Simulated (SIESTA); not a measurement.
The system is HgSe.

```xyz
2
Lattice="0.0000 3.0390 3.0390 3.0390 0.0000 3.0390 3.0390 3.0390 0.0000" Properties=species:S:1:pos:R:3 pbc="T T T"
Hg    0.0000    0.0000    0.0000
Se    4.5585    4.5585    4.5585
```

Base run:

- Program: SIESTA 5.4.2
- Functional: PBE
- Potentials or basis: PseudoDojo 0.4 standard (PBE files)
- Basis: DZP (energy shift 0.002 Ry)
- Grid cutoff: 800 Ry
- Energy shift: 0.002 Ry
- k mesh: 8 × 8 × 8
- Occupations: fermi-dirac, width 0.05 eV
- Spin: no spin polarisation

Its results: band gap on the k mesh none (metal or under the smearing width); pressure 6.5 GPa.

Q: The run is repeated on the same cell with these changes: functional from PBE to optB88-vdW; basis from DZP (energy shift 0.002 Ry) to TZP (energy shift 0.002 Ry). What comes out?

A: Band gap on the k mesh none (metal or under the smearing width); pressure 5.3 GPa.

Several settings changed at once, so the effect can't be laid on one alone.

Caveats: semicore shells carry a single zeta, which can move pressures by several GPa and volumes by a few percent; the valence orbitals were made in a potential fitted to the semicore shell under them, which widens gaps by tenths of an eV or more; the basis of atomic orbitals isn't converged, which shifts pressures, moduli and gaps; the potentials were made for another functional, which shifts forces and pressure (some runs).
